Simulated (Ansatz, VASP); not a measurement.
# One calculation of Ge, two programs

```
Ge
1.0
     0.00000    2.83817    2.83817
     2.83817    0.00000    2.83817
     2.83817    2.83817    0.00000
Ge
2
Direct
  0.50000 0.50000 0.50000
  0.75000 0.75000 0.75000
```

Change from the starting cell: volume scaled by 1.01, PAW files.

Alike in both runs: task electric field gradients; functional PBE; k mesh 10 × 10 × 10; occupations fermi-dirac, width 0.05 eV; no spin polarisation.

```csv
,VASP,Ansatz
version,VASP 6.6.1,Ansatz 0.2.0
potentials or method,"VASP PAW PBE potentials, release 64 (Ge_d)","PAW with Ansatz's default frozen-core files, scalar-relativistic"
plane-wave cutoff (eV),520,420
valence electrons in the cell,28,28
```

|  | VASP | Ansatz | Ansatz less VASP |
| --- | --- | --- | --- |
| pressure (GPa) | 2.9 | 2.9 | +0.06 |
| Vzz of the field gradient on the site that differs most (V/Å²) | 0.0 | 0.0 | -0.01 |
